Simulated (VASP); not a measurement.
## ZnS (Sphalerite): lattice, stiffness and zone-centre modes

What lattice, stiffness and vibrations does ZnS (Sphalerite) have at one level of theory? The starting structure is a measured crystal structure from the Crystallography Open Database. All runs use LDA.

Main program and level: VASP 6.6.1; Kohn-Sham DFT with plane waves and PAW; LDA.

**1. Set-up**

Symmetry: F-43m, No. 216, cubic system. The conventional cell has a = 5.345 Å, b = 5.345 Å, c = 5.345 Å, α = 90.00°, β = 90.00°, γ = 90.00°. Nearest to Zn lie 4 S at 2.31 Å. S has 4 Zn at 2.31 Å nearest. Farther neighbours and most contacts between anions are not listed.

As a file:

```xyz
2
Lattice="0.0000 2.6725 2.6725 2.6725 0.0000 2.6725 2.6725 2.6725 0.0000" Properties=species:S:1:pos:R:3 pbc="T T T"
Zn    0.0000    0.0000    0.0000
S     4.0088    4.0088    4.0088
```

**2. Relaxation**

This run starts from the cell of an earlier relaxation, which isn't shown; the restart sets up the plane waves anew.

INCAR

```
SYSTEM = ZnS
PREC = Accurate
ENCUT = 500
EDIFF = 1E-07
NELM = 100
ISMEAR = 0
SIGMA = 0.03
LREAL = .FALSE.
ALGO = Normal
GGA = CA
NBANDS = 15
LORBIT = 11
LWAVE = .FALSE.
LCHARG = .FALSE.
KPAR = 4
IBRION = 2
NSW = 50
ISIF = 3
EDIFFG = -0.002
```

POSCAR

```
ZnS
1.0
    0.0000000000      2.6509680337      2.6509680337
    2.6509680337      0.0000000000      2.6509680337
    2.6509680337      2.6509680337      0.0000000000
Zn S
1 1
Direct
    0.0000000000      0.0000000000      0.0000000000
    0.7500000000      0.7500000000      0.7500000000
```

KPOINTS

```
Automatic mesh
0
Gamma
8 8 8
0 0 0
```

PAW data sets: Zn and S (LDA family, release 64).

Launch:

```bash
$ mpirun -np 4 vasp_std
```

Output:

```text
[banner, memory and clock lines left out]
running    4 mpi-ranks, on    1 nodes
 distrk:  each k-point on    1 cores,    4 groups
 distr:  one band on    1 cores,    1 groups

 POSCAR found type information on POSCAR ZnS
 POSCAR found :  2 types and       2 ions
 LDA part: xc-table for (Slater(with rela. corr.)+CA(PZ))
 , standard interpolation
 POSCAR, INCAR and KPOINTS ok, starting setup
 FFT: planning ... GRIDC
 FFT: planning ... GRID_SOFT
 FFT: planning ... GRID
 WAVECAR not read
 entering main loop
       N       E                     dE             d eps       ncg     rms          rms(c)
DAV:   1     0.854534750422E+02    0.85453E+02   -0.90084E+03   870   0.147E+03
DAV:   2    -0.298527540850E+01   -0.88439E+02   -0.83143E+02   954   0.261E+02
DAV:   3    -0.858583697934E+01   -0.56006E+01   -0.55768E+01  1108   0.663E+01
DAV:   4    -0.864435257504E+01   -0.58516E-01   -0.58500E-01  1010   0.701E+00
DAV:   5    -0.864511658148E+01   -0.76401E-03   -0.76399E-03  1178   0.787E-01    0.763E+00
DAV:   6    -0.824362623313E+01    0.40149E+00   -0.80806E-01  1299   0.338E+01    0.585E+00
DAV:   7    -0.821416065969E+01    0.29466E-01   -0.25132E-01  1073   0.537E+00    0.277E+00
DAV:   8    -0.820804880621E+01    0.61119E-02   -0.56864E-03  1258   0.132E+00    0.631E-01
DAV:   9    -0.820749591145E+01    0.55289E-03   -0.12157E-03  1010   0.269E-01    0.838E-02
DAV:  10    -0.820751144754E+01   -0.15536E-04   -0.87687E-05  1073   0.880E-02    0.222E-02
DAV:  11    -0.820750794415E+01    0.35034E-05   -0.11151E-05  1375   0.704E-02    0.406E-03
DAV:  12    -0.820750807411E+01   -0.12996E-06   -0.13363E-06  1010   0.116E-02    0.156E-03
DAV:  13    -0.820750807616E+01   -0.20505E-08   -0.41254E-08   673   0.177E-03
   1 F= -.82075081E+01 E0= -.82075081E+01  d E =-.820751E+01
 curvature:   0.00 expect dE= 0.000E+00 dE for cont linesearch  0.000E+00
 trial: gam= 0.00000 g(F)=  0.178E-45 g(S)=  0.294E-07 ort = 0.000E+00 (trialstep = 0.100E+01)
 search vector abs. value=  0.295E-07
 reached required accuracy - stopping structural energy minimisation
```

Run time: 4 s. Hardware: 4 MPI ranks of Intel Xeon 6975P-C (Granite Rapids), shared host; peak memory 0.53 GiB; 13 s of CPU time.

The logs omit lines about the potential files and the build; timing stands in the text.

Parts of OUTCAR (step 2):

```text
ion  position               nearest neighbor table
   1  0.000  0.000  0.000-   2 2.30   2 2.30   2 2.30   2 2.30
   2  0.750  0.750  0.750-   1 2.30   1 2.30   1 2.30   1 2.30

  LATTYP: Found a face centered cubic cell.
 ALAT       =     5.3019360674

 Subroutine GETGRP returns: Found 24 space group operations
 (whereof 24 operations were pure point group operations)

The static configuration has the point symmetry T_d .

 Found     29 irreducible k-points:

   k-points           NKPTS =     29   k-points in BZ     NKDIM =     29   number of bands    NBANDS=     15

   dimension x,y,z NGX =    28 NGY =   28 NGZ =   28
   dimension x,y,z NGXF=    56 NGYF=   56 NGZF=   56

   ENCUT  =  500.0 eV  36.75 Ry    6.06 a.u.   6.84  6.84  6.84*2*pi/ulx,y,z

   NELECT =      18.0000    total number of electrons

 k-points in reciprocal lattice and weights: Automatic mesh
   0.00000000  0.00000000  0.00000000       0.002
   0.12500000  0.00000000  0.00000000       0.016
   0.25000000  0.00000000  0.00000000       0.016
   0.37500000  0.00000000  0.00000000       0.016
   0.50000000  0.00000000  0.00000000       0.008
   0.12500000  0.12500000  0.00000000       0.012
   0.25000000  0.12500000  0.00000000       0.047
   0.37500000  0.12500000  0.00000000       0.047
   0.50000000  0.12500000  0.00000000       0.047
[...]
-0.37500000  0.50000000  0.12500000       0.023
  -0.25000000  0.50000000  0.25000000       0.012

 average (electrostatic) potential at core
       1 -37.0676       2 -88.7785

 E-fermi :   2.6065

 k-point     1 :       0.0000    0.0000    0.0000
  band No.  band energies     occupation
    ...
      5      -3.7095      2.00000
      6      -3.7095      2.00000
      7       2.4842      2.00000
      8       2.4842      2.00000
      9       2.4842      2.00000
     10       4.6309      0.00000
     11       8.6954      0.00000
     12       8.6954      0.00000
     13       8.6954      0.00000
     14      14.3069      0.00000
    ...

 k-point     2 :       0.1250    0.0000    0.0000
  band No.  band energies     occupation
    ...
      5      -3.7117      2.00000
      6      -3.7117      2.00000
      7       1.2860      2.00000
      8       2.3177      2.00000
      9       2.3177      2.00000
     10       5.4694      0.00000
     11       8.6297      0.00000
     12       8.9715      0.00000
     13       8.9715      0.00000
     14      13.6404      0.00000
    ...

 k-point     3 :       0.2500    0.0000    0.0000
  band No.  band energies     occupation
    ...
      5      -3.7083      2.00000
      6      -3.7083      2.00000
      7      -0.5598      2.00000
      8       1.9594      2.00000
      9       1.9594      2.00000
     10       5.9358      0.00000
     11       9.3640      0.00000
     12       9.3640      0.00000
     13       9.3877      0.00000
     14      13.4223      0.00000
    ...

  Total       -0.0006375     -0.0006375     -0.0006375      0.0000000      0.0000000     -0.0000000
  in kB       -0.0274141     -0.0274141     -0.0274141      0.0000000      0.0000000     -0.0000000
  external PRESSURE =      -0.0274141 kB  Pullay stress =       0.0000000 kB

  energy-cutoff  :      500.00
  volume of cell :       37.26
      direct lattice vectors                 reciprocal lattice vectors
     0.000000000  2.650968034  2.650968034    -0.188610347  0.188610347  0.188610347
     2.650968034  0.000000000  2.650968034     0.188610347 -0.188610347  0.188610347
     2.650968034  2.650968034  0.000000000     0.188610347  0.188610347 -0.188610347

 POSITION                                       TOTAL-FORCE (eV/Angst)
 -----------------------------------------------------------------------------------
      0.00000      0.00000      0.00000         0.000000      0.000000      0.000000
      3.97645      3.97645      3.97645        -0.000000     -0.000000     -0.000000
 -----------------------------------------------------------------------------------
    total drift:                               -0.000001     -0.000001     -0.000001

  FREE ENERGIE OF THE ION-ELECTRON SYSTEM (eV)
  ---------------------------------------------------
  free  energy   TOTEN  =        -8.2075080762 eV

  energy  without entropy=       -8.2075080762  energy(sigma->0) =       -8.20750808

 reached required accuracy - stopping structural energy minimisation

 total charge
# of ion       s       p       d       tot
------------------------------------------
    1        0.550   0.538   9.804  10.893
    2        1.312   2.442   0.000   3.754
--------------------------------------------------
tot          1.862   2.981   9.804  14.647

[... 3 further parts left out ...]
```

The run keeps the 24 symmetry operations of its start, so it cannot find a distortion of lower symmetry.

The relaxed cell holds 18.630 Å³ an atom, with a = 5.302 Å (-0.8 % against the database cell). Pressures at 0.985 and 1.015 times this volume, from two more relaxations that aren't shown, give a bulk modulus of 85.9 GPa.

**3. Elastic constants**

INCAR

```
SYSTEM = ZnS
PREC = Accurate
ENCUT = 700
EDIFF = 1E-08
NELM = 100
ISMEAR = 0
SIGMA = 0.03
LREAL = .FALSE.
ALGO = Normal
GGA = CA
NBANDS = 15
LORBIT = 11
LWAVE = .FALSE.
LCHARG = .FALSE.
KPAR = 4
IBRION = 6
NFREE = 2
POTIM = 0.015
ISIF = 3
NSW = 1
```

POSCAR is that of step 2.

KPOINTS is that of step 2.

Launch:

```bash
$ mpirun -np 4 vasp_std
```

Output:

```text
[... set-up lines as in an earlier step ...]
 entering main loop
       N       E                     dE             d eps       ncg     rms          rms(c)
DAV:   1     0.101942126804E+03    0.10194E+03   -0.10693E+04   870   0.180E+03
DAV:   2    -0.144667424777E+01   -0.10339E+03   -0.96552E+02   975   0.318E+02
DAV:   3    -0.855920231593E+01   -0.71125E+01   -0.70726E+01  1101   0.767E+01
DAV:   4    -0.864486593435E+01   -0.85664E-01   -0.85642E-01  1038   0.863E+00
[...]
DAV:  11    -0.820791677989E+01    0.35612E-05   -0.11250E-05  1319   0.714E-02    0.400E-03
DAV:  12    -0.820791691197E+01   -0.13208E-06   -0.13605E-06  1094   0.115E-02    0.149E-03
DAV:  13    -0.820791691392E+01   -0.19413E-08   -0.43331E-08  1073   0.170E-03
   1 F= -.82079169E+01 E0= -.82079169E+01  d E =-.581238E-11
[... from here on, the cycles between the ionic steps are left out ...]
   2 F= -.82049559E+01 E0= -.82049559E+01  d E =-.236058E-18
   3 F= -.82047794E+01 E0= -.82047794E+01  d E =-.361649E-22
   4 F= -.82049559E+01 E0= -.82049559E+01  d E =-.235852E-18
   5 F= -.82047794E+01 E0= -.82047794E+01  d E =-.361632E-22
   6 F= -.82049560E+01 E0= -.82049560E+01  d E =-.235223E-18
   7 F= -.82047794E+01 E0= -.82047794E+01  d E =-.361700E-22
   8 F= -.82058048E+01 E0= -.82058048E+01  d E =-.781724E-17
   9 F= -.82058048E+01 E0= -.82058048E+01  d E =-.787382E-17
  10 F= -.82058048E+01 E0= -.82058048E+01  d E =-.787515E-17
  11 F= -.82058048E+01 E0= -.82058048E+01  d E =-.788165E-17
  12 F= -.82058048E+01 E0= -.82058048E+01  d E =-.787410E-17
  13 F= -.82058048E+01 E0= -.82058048E+01  d E =-.787739E-17
  14 F= -.82071676E+01 E0= -.82071676E+01  d E =-.565419E-11
  15 F= -.82071676E+01 E0= -.82071676E+01  d E =-.565287E-11
  16 F= -.82071642E+01 E0= -.82071642E+01  d E =-.565742E-11
  17 F= -.82071642E+01 E0= -.82071642E+01  d E =-.565033E-11
 Finite differences progress:
  Degree of freedom:   8/  8
  Displacement:        2/  2
  Total:              16/ 16
```

Elapsed: 1.9 min, on 4 MPI ranks; peak memory 1.3 GiB.

From OUTCAR (step 3):

```text
  Total        0.0036370      0.0058870      0.0058870      0.0000000     -0.1009622      0.0000000
  in kB        0.1563896      0.2531403      0.2531403      0.0000000     -4.3413629      0.0000000
  external PRESSURE =       0.2208901 kB  Pullay stress =       0.0000000 kB

 POSITION                                       TOTAL-FORCE (eV/Angst)
 -----------------------------------------------------------------------------------
      0.00000      0.00000      0.00000        -0.100416     -0.000000     -0.000000
      3.96145      3.97645      3.97645         0.100416      0.000000      0.000000
 -----------------------------------------------------------------------------------
    total drift:                               -0.000053      0.000000      0.000000

  FREE ENERGIE OF THE ION-ELECTRON SYSTEM (eV)
  ---------------------------------------------------
  free  energy   TOTEN  =        -8.2071642007 eV

  energy  without entropy=       -8.2071642007  energy(sigma->0) =       -8.20716420

[... 1 part as in an earlier step ...]

[... 2 further parts left out ...]
[key lines of the parts left out:]
E-fermi :   2.6153
```

The last energy, forces and stress in OUTCAR belong to the last displaced cell, not to that of POSCAR.

The elastic tensor has C11 = 116.5, C12 = 71.3, C44 = 51.8 GPa; its Hill averages are a bulk modulus of 86.3 and a shear modulus of 37.2 GPa.

**4. Modes of the relaxed cell**

INCAR

```
SYSTEM = ZnS
PREC = Accurate
ENCUT = 500
EDIFF = 1E-08
NELM = 100
ISMEAR = 0
SIGMA = 0.03
LREAL = .FALSE.
ALGO = Normal
GGA = CA
NBANDS = 15
LORBIT = 11
LWAVE = .FALSE.
LCHARG = .FALSE.
KPAR = 4
IBRION = 8
LEPSILON = .TRUE.
LPEAD = .TRUE.
ISIF = 2
```

POSCAR is that of step 3.

KPOINTS

```
Automatic mesh
0
Gamma
14 14 14
0 0 0
```

Launch:

```bash
$ mpirun -np 4 vasp_std
```

Output:

```text
[... set-up lines as in an earlier step ...]
 entering main loop
       N       E                     dE             d eps       ncg     rms          rms(c)
DAV:   1     0.867703703172E+02    0.86770E+02   -0.89058E+03  3120   0.144E+03
DAV:   2    -0.298242965912E+01   -0.89753E+02   -0.84803E+02  3540   0.266E+02
DAV:   3    -0.858410344053E+01   -0.56017E+01   -0.55786E+01  3890   0.665E+01
DAV:   4    -0.864453523418E+01   -0.60432E-01   -0.60416E-01  3806   0.724E+00
[...]
DAV:  11    -0.820790584859E+01    0.32287E-05   -0.10231E-05  4890   0.686E-02    0.400E-03
DAV:  12    -0.820790597048E+01   -0.12189E-06   -0.12524E-06  3673   0.114E-02    0.154E-03
DAV:  13    -0.820790597233E+01   -0.18520E-08   -0.44639E-08  4072   0.176E-03
   1 F= -.82079060E+01 E0= -.82079060E+01  d E =-.967350E-11
 Linear response reoptimize wavefunctions to high precision
DAV:   1    -0.820790597314E+01   -0.80968E-09   -0.24138E-09  3291   0.102E-03
DAV:   2    -0.820790597322E+01   -0.72760E-10   -0.70736E-10  2239   0.217E-04
 Linear response to external field (no local field effect), progress :
[...]
RMM:  11    -0.210054013325E+00   -0.41896E-08   -0.51406E-09 21655   0.258E-05    0.573E-07
 first order change of Fermi-energy  -0.37247E-04
 force on displaced ion       1 direction 1 :  -6.785  -0.000  -0.000
 Born effective charge ion    1 direction 1 :   1.913   0.000   0.000
 Linear response progress:
  Degree of freedom:   2/  2
       N       E                     dE             d eps       ncg     rms          rms(c)
RMM:   1    -0.105296003064E+00   -0.10530E+00    0.52030E-02 31992   0.230E+00
RMM:   2    -0.102996662280E+00    0.22993E-02   -0.49440E-03 20667   0.678E-01    0.174E-01
RMM:   3    -0.103383664053E+00   -0.38700E-03   -0.34545E-04 22405   0.150E-01    0.867E-02
RMM:   4    -0.103775589991E+00   -0.39193E-03   -0.57812E-05 22687   0.539E-02    0.167E-02
[...]
RMM:  12    -0.103775782745E+00    0.23585E-07    0.15907E-08 20613   0.233E-05    0.414E-07
RMM:  13    -0.103775744374E+00    0.38370E-07    0.19433E-08 14240   0.203E-05    0.145E-07
RMM:  14    -0.103775792854E+00   -0.48479E-07    0.34252E-08 11043   0.196E-05    0.573E-08
 first order change of Fermi-energy   0.23552E-03
 force on displaced ion       2 direction 1 :  -6.699  -0.000  -0.000
 Born effective charge ion    2 direction 1 :  -1.914   0.000   0.000
 Born effective charges drift removed
 Linear response finished
```

Elapsed: 4.8 min, on 4 MPI ranks; peak memory 3 GiB.

OUTCAR, selected parts (step 4):

```text
  Total       -0.0012982     -0.0012982     -0.0012982      0.0000000     -0.0000000      0.0000000
  in kB       -0.0558232     -0.0558232     -0.0558232      0.0000000     -0.0000000      0.0000000
  external PRESSURE =      -0.0558232 kB  Pullay stress =       0.0000000 kB

 MACROSCOPIC STATIC DIELECTRIC TENSOR (including local field effects in DFT)
 ------------------------------------------------------
           6.117706     0.000000    -0.000000
           0.000000     6.117706    -0.000000
           0.000000     0.000000     6.117706
 ------------------------------------------------------

 MACROSCOPIC STATIC DIELECTRIC TENSOR IONIC CONTRIBUTION
 ------------------------------------------------------
           2.637912    -0.000000     0.000000
          -0.000000     2.637912    -0.000000
           0.000000    -0.000000     2.637912
 ------------------------------------------------------

[... 2 parts as in an earlier step ...]

[... 1 further part left out ...]
```

The zone-centre modes at 18.630 Å³ an atom are T2 291.6 cm⁻¹.

**5. Modes at 0.97 of that volume**

Shape and positions were first relaxed at this volume, in a run that isn't shown.

INCAR is that of step 4.

POSCAR

```
ZnS
1.0
    0.0000000000      2.6241887479      2.6241887479
    2.6241887479      0.0000000000      2.6241887479
    2.6241887479      2.6241887479      0.0000000000
Zn S
1 1
Direct
    0.0000000000      0.0000000000      0.0000000000
    0.7500000000      0.7500000000      0.7500000000
```

KPOINTS is that of step 4.

Launch:

```bash
$ mpirun -np 4 vasp_std
```

Output:

```text
[... set-up lines as in an earlier step ...]
 entering main loop
       N       E                     dE             d eps       ncg     rms          rms(c)
DAV:   1     0.862006393198E+02    0.86201E+02   -0.89094E+03  3128   0.144E+03
DAV:   2    -0.303575945894E+01   -0.89236E+02   -0.83748E+02  3463   0.267E+02
DAV:   3    -0.858393183548E+01   -0.55482E+01   -0.55223E+01  3911   0.661E+01
DAV:   4    -0.864367914568E+01   -0.59747E-01   -0.59731E-01  3673   0.711E+00
[...]
DAV:  12    -0.819809185979E+01   -0.79897E-07   -0.13641E-06  3764   0.173E-02    0.387E-03
DAV:  13    -0.819809187395E+01   -0.14162E-07   -0.10414E-07  3967   0.429E-03    0.372E-04
DAV:  14    -0.819809187430E+01   -0.34606E-09   -0.31362E-09  2302   0.118E-03
   1 F= -.81980919E+01 E0= -.81980919E+01  d E =-.947215E-17
 Linear response reoptimize wavefunctions to high precision
DAV:   1    -0.819809187443E+01   -0.13051E-09   -0.61969E-10  2575   0.302E-04
DAV:   2    -0.819809187448E+01   -0.44338E-10   -0.12701E-10  1812   0.121E-04
 Linear response to external field (no local field effect), progress :
[...]
RMM:  13    -0.209942295159E+00    0.51377E-07    0.91913E-10 13203   0.381E-06    0.959E-08
 first order change of Fermi-energy  -0.36424E-04
 force on displaced ion       1 direction 1 :  -7.399   0.000   0.000
 Born effective charge ion    1 direction 1 :   1.871   0.000   0.000
 Linear response progress:
  Degree of freedom:   2/  2
       N       E                     dE             d eps       ncg     rms          rms(c)
RMM:   1    -0.105280153030E+00   -0.10528E+00    0.53600E-02 31902   0.235E+00
RMM:   2    -0.102895204697E+00    0.23849E-02   -0.51321E-03 20664   0.700E-01    0.181E-01
RMM:   3    -0.103305617008E+00   -0.41041E-03   -0.36784E-04 22377   0.155E-01    0.907E-02
RMM:   4    -0.103718824125E+00   -0.41321E-03   -0.60561E-05 22668   0.554E-02    0.175E-02
[...]
RMM:  12    -0.103717717634E+00    0.29869E-07    0.17869E-10 20542   0.744E-06    0.535E-07
RMM:  13    -0.103717734839E+00   -0.17205E-07   -0.45081E-10 13494   0.431E-06    0.101E-07
RMM:  14    -0.103717731421E+00    0.34181E-08   -0.18185E-09 10792   0.354E-06    0.284E-08
 first order change of Fermi-energy   0.23699E-03
 force on displaced ion       2 direction 1 :  -7.429   0.000   0.000
 Born effective charge ion    2 direction 1 :  -1.871   0.000   0.000
 Born effective charges drift removed
 Linear response finished
```

The job ended after 5 min (4 MPI ranks; peak memory 2.9 GiB).

(Part 1 of 2 ends here.)

[Lines on the potential files, build, host, timing and source positions are cut from VASP's logs without a mark.]

[Logs are printed without paths, hosts, clocks, repeated set-up lines and the standing remarks that a program may print on its own settings, such as how far it seeks lower states.]

[Hosts, paths, dates, database ids (printed as entryN), source tags and the programs' standing remarks are cut or masked in the printed files.]
